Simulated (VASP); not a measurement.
# Ru in VASP: notebook

The runs below take Ru through core levels, work function, with PBE.

All numbers are computed with VASP 6.6.1; they aren't measurements. Logs are shortened: lines on timing, memory, paths and dates and some standing lists are left out, and cuts for length are marked.

## (1) The slab as given

The cell holds a slab with vacuum, 9 atoms: a = 2.706 Å, b = 2.706 Å, c = 34.528 Å, α = 90.00°, β = 90.00°, γ = 60.00°.

The slab is cut from a database's or a generator's crystal, which needn't be the stable form of the element.

## (2) Core levels, PBE

INCAR reads:

```
PREC = Accurate ; ENCUT = 400
EDIFF = 1E-6 ; ISMEAR = 0
SIGMA = 0.1 ; LREAL = False
LASPH = True ; NELM = 100
ALGO = Fast ; ISIF = 2
LWAVE = False ; LCHARG = False
GGA = PE ; ICORELEVEL = 1
```

KPOINTS reads:

```
regular mesh
0
Gamma
  16 16 1
```

POSCAR reads:

```
Ru                                      
1.0
    2.7060000000      0.0000000000      0.0000000000
    1.3530000000      2.3434647426      0.0000000000
    0.0000000000      0.0000000000     34.5280000000
  Ru            
     9
Direct
     0.0000000000000000    0.0000000000000000    0.2530536162271169
     0.3333333332999970    0.3333333332999970    0.3130294457948448
     0.0000000000000000    0.0000000000000000    0.3752910891309651
     0.3333333332999970    0.3333333332999970    0.4378882374732975
     0.0000000000000000    0.0000000000000000    0.5000000000000000
     0.3333333332999970    0.3333333332999970    0.5621117625267024
     0.0000000000000000    0.0000000000000000    0.6247089108690349
     0.3333333332999970    0.3333333332999970    0.6869705542051552
     0.0000000000000000    0.0000000000000000    0.7469463837728830
```

Potentials or basis: VASP PAW PBE potentials, release 64 (Ru_pv).

Command:

```
cat potpaw_PBE.64/Ru_pv/POTCAR > POTCAR
mpirun -np 1 vasp_std > vasp.out
```

OUTCAR:

```text
PREC = Accurate
   ENCUT = 400
   EDIFF = 1E-6
   ISMEAR = 0
   LREAL = False
   LASPH = True
   NELM = 100
   ISIF = 2
   GGA = PE

 ion  position               nearest neighbor table
   1  0.000  0.000  0.253-   2 2.59   2 2.59   2 2.59
   2  0.333  0.333  0.313-   1 2.59   1 2.59   1 2.59   3 2.66   3 2.66   3 2.66
   3  0.000  0.000  0.375-   2 2.66   2 2.66   2 2.66   4 2.67   4 2.67   4 2.67
   4  0.333  0.333  0.438-   5 2.65   5 2.65   5 2.65   3 2.67   3 2.67   3 2.67
   5  0.000  0.000  0.500-   4 2.65   6 2.65   4 2.65   6 2.65   4 2.65   6 2.65
   6  0.333  0.333  0.562-   5 2.65   5 2.65   5 2.65   7 2.67   7 2.67   7 2.67
   7  0.000  0.000  0.625-   8 2.66   8 2.66   8 2.66   6 2.67   6 2.67   6 2.67
   8  0.333  0.333  0.687-   9 2.59   9 2.59   9 2.59   7 2.66   7 2.66   7 2.66
   9  0.000  0.000  0.747-   8 2.59   8 2.59   8 2.59

  LATTYP: Found a hexagonal cell.
 ALAT       =     2.7060000000
 C/A-ratio  =    12.7597930526

  Lattice vectors:

 A1 = (  -1.3530000000,  -2.3434647426,   0.0000000000)
 A2 = (   2.7060000000,   0.0000000000,   0.0000000000)
 A3 = (   0.0000000000,   0.0000000000,  34.5280000000)

Analysis of symmetry for initial positions (statically):
=====================================================================
 Subroutine PRICEL returns:
 Original cell was already a primitive cell.

 Routine SETGRP: Setting up the symmetry group for a
 hexagonal supercell.

 Subroutine GETGRP returns: Found 12 space group operations
 (whereof 12 operations were pure point group operations)
 out of a pool of 24 trial point group operations.

The static configuration has the point symmetry D_3h.

Analysis of symmetry for dynamics (positions and initial velocities):
=====================================================================
 Subroutine PRICEL returns:
 Original cell was already a primitive cell.

 Routine SETGRP: Setting up the symmetry group for a
 hexagonal supercell.

 Subroutine GETGRP returns: Found 12 space group operations
 (whereof 12 operations were pure point group operations)
 out of a pool of 24 trial point group operations.

The dynamic configuration has the point symmetry D_3h.

 Subroutine INISYM returns: Found 12 space group operations
 (whereof 12 operations are pure point group operations),
 and found     1 'primitive' translations

----------------------------------------------------------------------------------------

                                     Primitive cell

  volume of cell :     218.9564

  direct lattice vectors                    reciprocal lattice vectors
     2.706000000  0.000000000  0.000000000     0.369549150 -0.213359301  0.000000000
     1.353000000  2.343464743  0.000000000     0.000000000  0.426718603  0.000000000
     0.000000000  0.000000000 34.528000000     0.000000000  0.000000000  0.028962002

  length of vectors
     2.706000000  2.706000000 34.528000000     0.426718603  0.426718603  0.028962002

  position of ions in fractional coordinates (direct lattice)
     0.000000000  0.000000000  0.253053616
     0.333333333  0.333333333  0.313029446
     0.000000000  0.000000000  0.375291089
     0.333333333  0.333333333  0.437888237
     0.000000000  0.000000000  0.500000000
     0.333333333  0.333333333  0.562111763
     0.000000000  0.000000000  0.624708911
     0.333333333  0.333333333  0.686970554
     0.000000000  0.000000000  0.746946384

  ion indices of the primitive-cell ions
   primitive index   ion index
                 1           1
                 2           2
                 3           3
                 4           4
                 5           5
                 6           6
                 7           7
                 8           8
                 9           9

----------------------------------------------------------------------------------------

 KPOINTS: regular mesh

Automatic generation of k-mesh.
 Grid dimensions read from file:
 generate k-points for:   16   16    1

 Generating k-lattice:

  Cartesian coordinates                     Fractional coordinates (reciprocal lattice)
     0.023096822 -0.013334956  0.000000000     0.062500000  0.000000000  0.000000000
     0.000000000  0.026669913  0.000000000     0.000000000  0.062500000  0.000000000
     0.000000000  0.000000000  0.028962002     0.000000000  0.000000000  1.000000000

  Length of vectors
     0.026669913  0.026669913  0.028962002

  Shift w.r.t. Gamma in fractional coordinates (k-lattice)
     0.000000000  0.000000000  0.000000000

 Subroutine IBZKPT returns following result:
 ===========================================

 Found     30 irreducible k-points:

 Following reciprocal coordinates:
            Coordinates               Weight
  0.000000  0.000000  0.000000      1.000000
  0.062500  0.000000  0.000000      6.000000
  0.125000  0.000000  0.000000      6.000000
  0.187500  0.000000  0.000000      6.000000
  0.250000  0.000000  0.000000      6.000000
  0.312500  0.000000  0.000000      6.000000
[... 16 lines left out ...]
  0.375000  0.187500  0.000000      6.000000
  0.437500  0.187500  0.000000     12.000000
 [... further k-points ...]
   k-points           NKPTS =     30   k-points in BZ     NKDIM =     30   number of bands    NBANDS=     75
   number of dos      NEDOS =    301   number of ions     NIONS =      9
   total plane-waves  NPLWV =  77760
   dimension x,y,z NGX =    18 NGY =   18 NGZ =  240
   dimension x,y,z NGXF=    36 NGYF=   36 NGZF=  480
   ions per type =               9
   NGX,Y,Z   is equivalent  to a cutoff of  11.06, 11.06, 11.56 a.u.
   NGXF,Y,Z  is equivalent  to a cutoff of  22.12, 22.12, 23.11 a.u.
 SYSTEM =  unknown system
   PREC   = accura    normal or accurate (medium, high low for compatibility)
   ISTART =      0    job   : 0-new  1-cont  2-samecut
   ICHARG =      2    charge: 1-file 2-atom 10-const
   ISPIN  =      1    spin polarized calculation?
   LNONCOLLINEAR =      F non collinear calculations
   LSORBIT =      F    spin-orbit coupling
   LASPH  =      T    aspherical Exc in radial PAW
   ENCUT  =  400.0 eV  29.40 Ry    5.42 a.u.   4.41  4.41 56.31*2*pi/ulx,y,z
   NELM   =    100;   NELMIN=  2; NELMDL= -5     # of ELM steps
   EDIFF  = 0.1E-05   stopping-criterion for ELM
   LREAL  =      F    real-space projection
   EDIFFG = 0.1E-04   stopping-criterion for IOM
   NSW    =      0    number of steps for IOM
   IBRION =     -1    ionic relax: 0-MD 1-quasi-New 2-CG
   NFREE  =      0    steps in history (QN), initial steepest desc. (CG)
   ISIF   =      2    stress and relaxation
   ISYM   =      2    0-nonsym 1-usesym 2-fastsym
   POTIM  = 0.5000    time-step for ionic-motion
   TEBEG  =    0.0;   TEEND  =   0.0 temperature during run
   PSTRESS=    0.0 pullay stress
   NELECT =     126.0000    total number of electrons
   NUPDOWN=      -1.0000    fix difference up-down
   EMIN   =  10.00;   EMAX   =-10.00  energy-range for DOS
   EFERMI =   0.00;   METHOD = LEGACY
   ISMEAR =     0;   SIGMA  =   0.10  broadening in eV -4-tet -1-fermi 0-gaus
   EFERMI_NEDOS =   21; number of points for ismear=-14 and -15
   IALGO  =     68    algorithm
   IMIX   =      4    mixing-type and parameters
     AMIX     =   0.40;   BMIX     =  1.00
     AMIX_MAG =   1.60;   BMIX_MAG =  1.00
  volume/ion in A,a.u.               =      24.33       164.18
  Fermi-wavevector in a.u.,A,eV,Ry     =   1.361693  2.573226 25.228021  1.854207
  Thomas-Fermi vector in A             =   2.488247
   LORBIT       =      0    0 simple, 1 ext, 2 COOP (PROOUT), +10 PAW based schemes
   GGA     = PE    functional components
   LHFCALC =     F    Hartree Fock is set to
   AEXX    =    0.0000 exact exchange contribution
   IVDW    =     0    specifies the selected vdW correction
   LEPSILON=     F    determine dielectric tensor
   LRPA    =     F    only Hartree local field effects (RPA)
 non-spin polarized calculation
 RMM-DIIS sequential band-by-band and
 Gauss-broadening in eV      SIGMA  =   0.10
  energy-cutoff  :      400.00
  volume of cell :      218.96
 maximum number of plane-waves:      4063
 NGX is ok and might be reduce to    18
   NGX =  9   NGY =  9   NGZ =113

 number of electron     125.9999962 magnetization

 Free energy of the ion-electron system (eV)
  ---------------------------------------------------
  ext. energy  EPLUGINS =         0.00000000
  ---------------------------------------------------
  free energy    TOTEN  =       -81.00256360 eV

  energy without entropy =      -80.95084987  energy(sigma->0) =      -80.97670673

 the core state eigenenergies are
   1-  1s -21925.0740  2s  -3145.3884  2p  -2815.9269  3s   -547.0691  3p   -438.8413
       3d   -264.8319  4s    -67.7099
   2-  1s -21925.4493  2s  -3145.8386  2p  -2816.3706  3s   -547.5184  3p   -439.2906
       3d   -265.2855  4s    -68.1592
   3-  1s -21925.2722  2s  -3145.6504  2p  -2816.1834  3s   -547.3306  3p   -439.1028
       3d   -265.0971  4s    -67.9717
   4-  1s -21925.2699  2s  -3145.6490  2p  -2816.1819  3s   -547.3286  3p   -439.1008
       3d   -265.0951  4s    -67.9683
   5-  1s -21925.3342  2s  -3145.7160  2p  -2816.2488  3s   -547.3932  3p   -439.1654
       3d   -265.1601  4s    -68.0280
   6-  1s -21925.2699  2s  -3145.6490  2p  -2816.1819  3s   -547.3286  3p   -439.1008
       3d   -265.0951  4s    -67.9683
   7-  1s -21925.2722  2s  -3145.6504  2p  -2816.1834  3s   -547.3306  3p   -439.1028
       3d   -265.0971  4s    -67.9717
   8-  1s -21925.4493  2s  -3145.8386  2p  -2816.3706  3s   -547.5184  3p   -439.2906
       3d   -265.2855  4s    -68.1592
   9-  1s -21925.0740  2s  -3145.3884  2p  -2815.9269  3s   -547.0691  3p   -438.8413
       3d   -264.8319  4s    -67.7099

 E-fermi :   5.0194     XC(G=0):  -8.4726

 val. band max:        5.0123950178   @ k =   0.0625   0.0000   0.0000
 cond. band min:       5.0326024815   @ k =  -0.3750   0.2500   0.0000
 fundamental gap:      0.0202074637
 Fermi energy:         5.0193777161

 k-point     1 :       0.0000    0.0000    0.0000
  band No.  band energies     occupation
      1     -38.6440      2.00000
      2     -38.6034      2.00000
      3     -38.4764      2.00000
      4     -38.2450      2.00000
      5     -38.0296      2.00000
      6     -37.8224      2.00000
[... 67 lines left out ...]
     74       6.0840      0.00000
     75       6.1398      0.00000

 k-point     2 :       0.0625    0.0000    0.0000
  band No.  band energies     occupation
      1     -38.6322      2.00000
      2     -38.5934      2.00000
      3     -38.4696      2.00000
      4     -38.2450      2.00000
      5     -38.0397      2.00000
      6     -37.8724      2.00000
[... 67 lines left out ...]
     74       5.7448      0.00000
     75       6.1476      0.00000

 k-point     3 :       0.1250    0.0000    0.0000
  band No.  band energies     occupation
      1     -38.5973      2.00000
      2     -38.5649      2.00000
      3     -38.4513      2.00000
      4     -38.2493      2.00000
      5     -38.0791      2.00000
      6     -37.9660      2.00000
[... 1627 lines left out ...]
     74       6.8093      0.00000
     75       6.9592      0.00000

 k-point    24 :       0.4375    0.1875    0.0000
  band No.  band energies     occupation
      1     -38.4785      2.00000
      2     -38.4754      2.00000
      3     -38.4298      2.00000
      4     -38.4196      2.00000
      5     -38.3791      2.00000
      6     -38.3456      2.00000
[... 67 lines left out ...]
     74       7.7600      0.00000
     75       7.9209      0.00000

 [... further k-points ...]

------------------------ aborting loop because EDIFF is reached ----------------------------------------

  FORCE on cell =-STRESS in cart. coord.  units (eV):
  Direction    XX          YY          ZZ          XY          YZ          ZX
  --------------------------------------------------------------------------------------
  -------------------------------------------------------------------------------------
  Total       -0.1563028     -0.1563028     -0.3136303      0.0000000     -0.0000000      0.0000000
  in kB       -1.1437201     -1.1437201     -2.2949382      0.0000000     -0.0000000      0.0000000
  external PRESSURE =      -1.5274595 kB  Pullay stress =       0.0000000 kB

 VOLUME and BASIS-vectors are now :
 -----------------------------------------------------------------------------
  energy-cutoff  :      400.00
  volume of cell :      218.96
      direct lattice vectors                 reciprocal lattice vectors
     2.706000000  0.000000000  0.000000000     0.369549150 -0.213359301  0.000000000
     1.353000000  2.343464743  0.000000000     0.000000000  0.426718603  0.000000000
     0.000000000  0.000000000 34.528000000     0.000000000  0.000000000  0.028962002

 POSITION                                       TOTAL-FORCE (eV/Angst)
 -----------------------------------------------------------------------------------
      0.00000      0.00000      8.73744        -0.000000     -0.000000     -0.015367
      1.35300      0.78115     10.80828         0.000000      0.000000     -0.013205
      0.00000      0.00000     12.95805        -0.000000     -0.000000     -0.007304
      1.35300      0.78115     15.11941        -0.000000     -0.000000     -0.010838
      0.00000      0.00000     17.26400        -0.000000     -0.000000     -0.000000
      1.35300      0.78115     19.40859        -0.000000     -0.000000      0.010838
      0.00000      0.00000     21.56995         0.000000     -0.000000      0.007304
      1.35300      0.78115     23.71972         0.000000      0.000000      0.013205
      0.00000      0.00000     25.79056        -0.000000     -0.000000      0.015367
 -----------------------------------------------------------------------------------
    total drift:                                0.000001      0.000000     -0.000000

  FREE ENERGIE OF THE ION-ELECTRON SYSTEM (eV)
  ---------------------------------------------------
  free  energy   TOTEN  =       -81.0025635952 eV

  energy  without entropy=      -80.9508498659  energy(sigma->0) =      -80.97670673
```

It took 8.7 min on 1 thread of Intel Xeon 6975P-C (Granite Rapids), shared host; peak memory 0.39 GiB.

Results:

| Item | Value |
| --- | --- |
| Free energy | -81.0026 eV |
| Largest force | 0.015 eV/Å |
| Band gap on the k mesh | none (metal or under the smearing width) |

Forces on the atoms (eV/Å):
```
Ru   0.000  0.000 -0.015
Ru   0.000  0.000 -0.013
Ru   0.000  0.000 -0.007
Ru   0.000  0.000 -0.011
Ru   0.000  0.000  0.000
Ru   0.000  0.000  0.011
Ru   0.000  0.000  0.007
Ru   0.000  0.000  0.013
Ru   0.000  0.000  0.015
```

Core levels (eV, on the scale of the bands):
| atom | levels |
| --- | --- |
| 1 Ru | 1s -21925.1, 2s -3145.4, 2p -2815.9, 3s -547.1, 3p -438.8, 3d -264.8, 4s -67.7 |
| 2 Ru | 1s -21925.4, 2s -3145.8, 2p -2816.4, 3s -547.5, 3p -439.3, 3d -265.3, 4s -68.2 |
| 3 Ru | 1s -21925.3, 2s -3145.7, 2p -2816.2, 3s -547.3, 3p -439.1, 3d -265.1, 4s -68.0 |
| 4 Ru | 1s -21925.3, 2s -3145.6, 2p -2816.2, 3s -547.3, 3p -439.1, 3d -265.1, 4s -68.0 |
| 5 Ru | 1s -21925.3, 2s -3145.7, 2p -2816.2, 3s -547.4, 3p -439.2, 3d -265.2, 4s -68.0 |
| 6 Ru | 1s -21925.3, 2s -3145.6, 2p -2816.2, 3s -547.3, 3p -439.1, 3d -265.1, 4s -68.0 |

(Continued in part 2 of 2.)
